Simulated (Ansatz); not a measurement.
## Sampling a charged cell: V_O in SiO2 (P3_121)

Question: how much does the k-point sampling change the (+1/0) level of V_O in SiO2 (P3_121), and what does each choice cost? Model: a cell of 72 host atoms with 1 O taken out.

Main program and level: Ansatz 0.2.0; plane-wave PAW DFT; relaxations with PBEsol, then single points with PBEsol, on supercells at fixed charge in a uniform background.

## (1) Starting point

The cell holds 71 atoms: 24 Si and 47 O. Its edges and angles: a = 9.897 Å, b = 9.897 Å, c = 10.883 Å, α = 90.0°, β = 90.0°, γ = 120.0°. It derives from SiO2 (space group P3_121). Nearest the centre at fractional (0.294, 0.427, 0.559): Si10 at 1.62 Å, Si29 at 1.62 Å, O9 at 2.63 Å, O15 at 2.64 Å, O33 at 2.64 Å, O34 at 2.65 Å, O14 at 2.67 Å, O4 at 2.67 Å. The cell carries charge +1.

As a file:

```xyz
71
Lattice="9.8968 0.0000 0.0000 -4.9484 8.5709 0.0000 0.0000 0.0000 10.8826" Properties=species:S:1:pos:R:3 pbc="T T T"
Si    1.3106    2.2701    0.0000
Si   -1.1636    2.0154    3.6275
Si    2.3271    0.0000    1.8138
O     0.3011    1.7677    4.2735
O     0.7928    3.6623    0.6460
O    -1.0939    3.1409    2.4598
O     1.3803    1.1446    1.1678
O     3.2670    0.6231    2.9815
O     2.7753    2.5178    4.7953
Si    1.3106    2.2701    5.4413
Si   -1.1636    2.0154    9.0688
Si    2.3271    0.0000    7.2551
O     0.3011    1.7677    9.7148
O    -1.0939    3.1409    7.9011
O     1.3803    1.1446    6.6091
O     3.2670    0.6231    8.4228
O     2.7753    2.5178   10.2366
Si   -1.1636    6.5555    0.0000
Si   -3.6378    6.3008    3.6275
Si   -0.1471    4.2855    1.8138
O    -2.1731    6.0531    4.2735
O    -1.6814    7.9478    0.6460
O    -3.5681    7.4263    2.4598
O    -1.0939    5.4300    1.1678
O     0.7928    4.9086    2.9815
O     0.3011    6.8032    4.7953
Si   -1.1636    6.5555    5.4413
Si   -3.6378    6.3008    9.0688
Si   -0.1471    4.2855    7.2551
O    -2.1731    6.0531    9.7148
O    -1.6814    7.9478    6.0873
O    -3.5681    7.4263    7.9011
O    -1.0939    5.4300    6.6091
O     0.7928    4.9086    8.4228
O     0.3011    6.8032   10.2366
Si    6.2591    2.2701    0.0000
Si    3.7848    2.0154    3.6275
Si    7.2756    0.0000    1.8138
O     5.2495    1.7677    4.2735
O     5.7412    3.6623    0.6460
O     3.8545    3.1409    2.4598
O     6.3287    1.1446    1.1678
O     8.2155    0.6231    2.9815
O     7.7237    2.5178    4.7953
Si    6.2591    2.2701    5.4413
Si    3.7848    2.0154    9.0688
Si    7.2756    0.0000    7.2551
O     5.2495    1.7677    9.7148
O     5.7412    3.6623    6.0873
O     3.8545    3.1409    7.9011
O     6.3287    1.1446    6.6091
O     8.2155    0.6231    8.4228
O     7.7237    2.5178   10.2366
Si    3.7848    6.5555    0.0000
Si    1.3106    6.3008    3.6275
Si    4.8013    4.2855    1.8138
O     2.7753    6.0531    4.2735
O     3.2670    7.9478    0.6460
O     1.3803    7.4263    2.4598
O     3.8545    5.4300    1.1678
O     5.7412    4.9086    2.9815
O     5.2495    6.8032    4.7953
Si    3.7848    6.5555    5.4413
Si    1.3106    6.3008    9.0688
Si    4.8013    4.2855    7.2551
O     2.7753    6.0531    9.7148
O     3.2670    7.9478    6.0873
O     1.3803    7.4263    7.9011
O     3.8545    5.4300    6.6091
O     5.7412    4.9086    8.4228
O     5.2495    6.8032   10.2366
```

The host's dielectric constants go in as inputs: (2.49, 2.49, 2.52) for the electrons alone, (4.63, 4.63, 4.85) with the ions, computed on the host (DFPT, PBEsol).

The cell's shortest repeat is 9.9 Å.

## (2) Relaxing both charge states, PBEsol

The study needs fixed structures, so each charge is relaxed once, at one point at (¼, ¼, ¼), from small random displacements that break the symmetry of the site.

The input, qp1_M1.relax/input.yaml:

```yaml
crystal:
  lattice:
    - [4.94841373, 0.0, 0.0]
    - [-2.47420687, 4.285452, 0.0]
    - [0.0, 0.0, 5.44132167]
  atoms:
    - { symbol: Si, position: [0.529715, 0.529715, 0.0] }
    - { symbol: Si, position: [0.0, 0.470285, 0.666667] }
    - { symbol: Si, position: [0.470285, 0.0, 0.333333] }
    - { symbol: O, position: [0.267082, 0.412487, 0.785389] }
    - { symbol: O, position: [0.587513, 0.854595, 0.118722] }
    - { symbol: O, position: [0.145405, 0.732918, 0.452055] }
    - { symbol: O, position: [0.412487, 0.267082, 0.214611] }
    - { symbol: O, position: [0.732918, 0.145405, 0.547945] }
    - { symbol: O, position: [0.854595, 0.587513, 0.881278] }
  supercell: [2, 2, 2]
  defects: [{ vacancy: 13 }]
total_charge: 1
basis:
  ecutwfc: 420
  xc_grid: 2
hamiltonian:
  xc: pbesol
  pseudopotentials: { kind: paw, azcp: { folder: soft_1 }, xc_functional: pbe }
kpoints:
  mp_grid: { grid: [1, 1, 1], shift: [0.25, 0.25, 0.25] }
magnetization:
  spin_polarized: true
  initial_magnetization: 1
  spin_locking: { lock_magnetization: hard }
scf:
  occupations: { method: fixed }
  max_iter: 80
output:
  forces: true
  charged_corrections:
    epsilon: [2.49, 2.49, 2.52]
    static_epsilon: [4.63, 4.63, 4.85]
    defect_position: [0.293757, 0.427297, 0.559361]
relax:
  f_tol: 0.015
  max_steps: 60
  random_displacement: { amplitude: 0.04, seed: 1792 }
checkpoint:
  write: "../qp1_M1.relax.run"
  compress: false
  write_wavefunctions: true
  write_every: 100000
```

Command:

```
$ ansatz run input.yaml --threads 32 --pin off --max-ram 84787MiB --backend cuda --events-out ev --progress --plain --runs-dir out --max-vram 78GiB
```

Numbers of over 12 decimals in the logs are rounded to 6 here.

Output:

```text
[... repeated set-up lines and file paths are left out, and long positions are rounded to six places ...]
Engine: ansatz 0.2.0, aarch64-unknown-linux-gnu
Pseudopotentials: kind: paw
Pseudopotential: Si, paw, valence charge 4, recommended cutoff 420 eV (normal), soft_1/Si.paw.azcp
Pseudopotential: O, paw, valence charge 6, recommended cutoff 420 eV (normal), soft_1/O.paw.azcp
Functional definition: PBEsol
  exchange = pbesol_x
  correlation = pbesol_c
[...]
Crystal: 71 atoms, lattice volume = 923.118 Å³
Basis set: ecut = 420 eV, 18049 PW (Γ), exchange–correlation on 144×144×150 points (8 copies of the dense FFT grid, shifted against one another)
Bands: 260, of which v1, the nominal top of the filled ones, is band 189 counted from 1 (188 counted from 0)
Symmetry: 1 space group operations
k-points: 1
Non-local potential: Si, projectors of the file, l = 0: 2, l = 1: 2, l = 2: 1
Non-local potential: O, projectors of the file, l = 0: 2, l = 1: 2, l = 2: 1
PAW form: soft (Blöchl's): semilocal exchange-correlation on the pseudo side does not see the compensation charge
PAW frozen core: Si, regenerated for the run's functional, and the local potential with it (the file was generated under x = pbe(κ = 0.804, μ = 0.219515), c = pbe(β = 0.066725))
PAW frozen core: O, regenerated for the run's functional, and the local potential with it (the file was generated under x = pbe(κ = 0.804, μ = 0.219515), c = pbe(β = 0.066725))
PAW one-centre angular grid: Si, 110 points (default); XC on 64 Gauss nodes
PAW one-centre angular grid: O, 110 points (default); XC on 64 Gauss nodes
Initial density: superposition of atomic densities (chi_scale 0.1, normalization cell, long waves kept (reshape's long-wave potential 0.18 eV rms))
Starting moments: Σ|m| = 1 μB on 71 of 71 sites
Initial wavefunctions: pseudopotential atomic-orbital guess
[...]
Functional: x = pbesol(κ = 0.804, μ = 0.123457), c = pbesol(β = 0.046)
SCF iter   1: F=—  HF=-41393.906629 eV  |Δ(HF+E_count)|=         —  Δρ=6.36e-2 (↑6.24e-2 ↓6.36e-2)  dr2=1.34e2  dr2_m=1.27e-1  M=1.000 μB ∫|m|=1.042 μB  Hψ=1706
preconditioner: auto → Resta (q_TF=auto, 2.350 Å⁻¹)  ε∞=2.8  [insulator: Δε(μ)=3.014 eV  Ē_g=17.722 eV  n_scr=212 (ndim 8)  ℏωp=23.7 eV  f_vac=0.006  ε∞_Penn≈2.8]
spin=Collinear: Resta preconditioning applied to the charge; magnetization (m = ρ↑ − ρ↓) channel mixes plain (no charge-response kernel on spin).
SCF iter   2: F=—  HF=-41362.948156 eV  |Δ(HF+E_count)|=    3.10e1  Δρ=2.90e-2 (↑2.82e-2 ↓2.90e-2)  dr2=2.86e1  dr2_m=6.30e-2  M=1.000 μB ∫|m|=1.034 μB  Hψ=936
[...]
SCF iter   9: F=-41356.425685 eV  HF=-41356.425676 eV  |Δ(HF+E_count)|=   4.01e-5  Δρ=1.01e-5 (↑1.00e-5 ↓1.01e-5)  dr2=3.45e-6  dr2_m=1.49e-8  M=1.000 μB ∫|m|=1.041 μB  Hψ=1913
SCF 1 converged in 9 iterations: F = -41356.425685 eV  dr2 = 3.45e-6
[...]
relax step   1: F+E_penalty+E_count = -41356.42568531 eV  Δ(F+E_penalty+E_count) = +0.000e0 eV  max|allowed force component| = 3.351e0 eV/Å  Δτ_max = 0.0000 Å  (9 SCF iters, dr2 threshold 5.63e-6 eV, accepted)
[...]
relax step   2: F+E_penalty+E_count = -41357.46940773 eV  Δ(F+E_penalty+E_count) = -1.044e0 eV  max|allowed force component| = 2.075e0 eV/Å  Δτ_max = 0.0379 Å  (6 SCF iters, dr2 threshold 1.00e-4 eV, accepted)
[...]
relax step   4: F+E_penalty+E_count = -41358.36944216 eV  Δ(F+E_penalty+E_count) = -4.185e-2 eV  max|allowed force component| = 1.028e-1 eV/Å  Δτ_max = 0.0823 Å  (7 SCF iters, dr2 threshold 8.38e-6 eV, accepted)
[...]
relax step   6: F+E_penalty+E_count = -41358.38250522 eV  Δ(F+E_penalty+E_count) = -5.924e-3 eV  max|allowed force component| = 8.236e-2 eV/Å  Δτ_max = 0.0646 Å  (7 SCF iters, dr2 threshold 4.78e-6 eV, accepted)
[...]
relax step   8: F+E_penalty+E_count = -41358.38578450 eV  Δ(F+E_penalty+E_count) = -4.712e-4 eV  max|allowed force component| = 1.248e-2 eV/Å  Δτ_max = 0.0062 Å  (6 SCF iters, accepted)
[...]
NSCF: frozen V_eff on 1 k-points
[...]
SCF converged after 6 iterations
Stability checked in part: among states of this total moment the steps that led to this state did not find it unstable. No probe was made; neither looks for a lower state of another moment (fixed_total_moment; see scf.lower_state_search)
Magnetization: 1.0000 μB (189.0000 up, 188.0000 down)
Absolute magnetization: 1.0380 μB (∫|ρ↑−ρ↓|, with the PAW one-centre terms)
Spin contamination: 0.0018 ħ² per cell (⟨S²⟩ above its minimum at these occupations)
Per-site moments (μB) at R_I (Å): [(-3.152233992251282e-6, 0.667346), (0.000282359, 0.663662), (1.474374912161741e-5, 0.667770), [... 6 left out ...]
Free energy (F): -41358.385784 eV
Harris-Foulkes:  -41358.385785 eV  (|F-HF|=3.88e-8)
Internal energy: -41358.385784 eV  (E = F + TS)
E sigma→0 (E₀):  -41358.385784 eV
Fermi energy:    2.818043 (↑ 2.818043, ↓ 2.177260) eV
--- Per-component energies (eV) ---
  E_band       = -1732.171562
  E_kinetic    = 9100.500392
  E_local      = -23347.691999  (includes V_loc(G=0)·N_el)
  E_nonlocal   = 3003.918458
  E_hartree    = 8538.163186
  E_xc         = -4676.293481
  E_vxc        = -5426.021337  (∫ρ·V_xc dr)
  E_paw        = -19375.143692  (= ΣΔE_a)
  E_vpaw       = -2139.234551  (= ΣTr[D̂ρ^β])
  E_aug_tail   = 0.039175  (compensation charges beyond the density's cutoff)
  E_ewald      = -14604.293811
  E_core_change = 2.415989  (= ΣΔE_core)
  E_smearing   = -0.000000  (= −TS)
  E_closure    = -0.000000  (closes the sum)
  E_deformation_potential = 11.559657  (in the stress; not in F)
  Σ components = -41358.385784   (vs F -41358.385784, Δ=0.00e0)
--- Forces (eV/Å), atoms counted from 1 ---
  atom   1  Si     0.00391664     0.00573994     0.00068237
  atom   2  Si    -0.00125352     0.00199313    -0.01164649
  [... 1 atom left out ...]
  atom   4  O     -0.01248144    -0.00908637     0.00416841
  [... 2 atoms left out ...]
  [... 65 more lines of this table ...]
  max |Σ_I F_I| component: 3.42e-5 eV/Å
--- Charged-cell corrections in eV (Makov–Payne, q = +1.000 e, ε = [4.630, 4.630, 4.850]) ---
  F (periodic)     = -41358.385784  (uncorrected; the corrections below are reported, never added to it)
  E_corr1          = +0.446639  (monopole, q²α_M/2ε̄L, of the cell on which ε is isotropic)
  F Makov-Payne    = -41357.939145  (F + E_corr1; no measured alignment; for a localised charge, not one spread in a band: unchecked)
  no potential alignment in this run, which stands beside a crystal: run the host's input off ansatz write-host-input, and read the two finished runs by ansatz place-levels (neither reads a slab, a wire or a sheet, whose cell leaves a vacuum)
--- Band table (eV) ---
  k-point 0 ↑: bands = ["-17.0229", "-16.9145", "-16.7701", "-16.7338", "-16.6479", "-16.5728", "-16.5202", "-16.4527", "-16.3565", [... rest cut ...]
  k-point 0 ↓: bands = ["-16.9784", "-16.8638", "-16.7543", "-16.7193", "-16.6394", "-16.5622", "-16.5111", "-16.4428", "-16.3376", [... rest cut ...]
--- Relaxed structure (8 steps of the walk, 8 accepted, 0 SCFs on fresh bases) ---
  F+E_penalty+E_count = -41358.38578450 eV   max|allowed force component| = 1.248e-2 eV/Å
  atoms:
    - { symbol: Si, position: [0.263690, 0.263895, 0.002252] }
    - { symbol: Si, position: [-0.006035, 0.243164, 0.334501] }
    [... 1 atom left out ...]
    - { symbol: O, position: [0.128498, 0.224044, 0.407197] }
    [... 2 atoms left out ...]
  [... 65 more lines of this table ...]
```

Run time: 7.8 s. Hardware: 1 × NVIDIA GB200 with 32 threads of Arm Neoverse V2, shared host; peak memory 1.5 GiB.

The steps of the relaxation:

```
step  energy less that of the first step (eV)  largest force component (eV/Å)
   1                                   0.0000                          3.3514
   2                                  -1.0437                          2.0746
   3                                  -1.9019                          0.3661
   4                                  -1.9438                          0.1028
   5                                  -1.9509                          0.2463
   6                                  -1.9568                          0.0824
   7                                  -1.9596                          0.0215
   8                                  -1.9601                          0.0125
```

The atoms that moved most (Å, from the sites as typed, ahead of the random displacement, the mean shift of all atoms taken out):

| atom | dx | dy | dz | length |
| --- | --- | --- | --- | --- |
| O33 | 0.239 | -0.222 | -0.279 | 0.430 |
| O4 | -0.135 | 0.149 | 0.152 | 0.252 |
| O31 | 0.053 | -0.164 | 0.128 | 0.214 |
| O14 | 0.088 | -0.123 | -0.087 | 0.175 |
| O44 | -0.132 | 0.061 | -0.044 | 0.152 |
| O9 | -0.085 | 0.125 | -0.010 | 0.152 |
| O39 | -0.122 | -0.020 | 0.085 | 0.150 |
| O26 | 0.021 | 0.101 | -0.090 | 0.137 |

Neighbours of the ideal centre at the end:

```csv
atom,distance (Å)
Si29,1.574
Si10,1.655
O33,2.277
O4,2.485
O9,2.510
O14,2.581
O34,2.582
O15,2.707
```

```
charge  moment set (μB)  steps  largest displacement (Å)   time
     0                0      8                      0.56  4.1 s
    +1                1      8                      0.43  7.8 s
```

The relaxation ends 28 meV an atom lower than the displaced start, with a largest force component of 0.012 eV/Å.

(Continued in part 2 of 2.)

[Logs are printed without paths, hosts, clocks, repeated set-up lines and the standing remarks that a program may print on its own settings, such as how far it seeks lower states.]

[Hosts, paths, dates, database ids (printed as entryN), source tags and the programs' standing remarks are cut or masked in the printed files.]

[Where a table of states has a column of steps, it counts the stored structures, which are thinned; the runs took as many ionic steps or more.]

[For some hosts the program warned that the k-mesh of the response run may be too coarse for force constants and the static dielectric constant; such warnings are not shown here.]
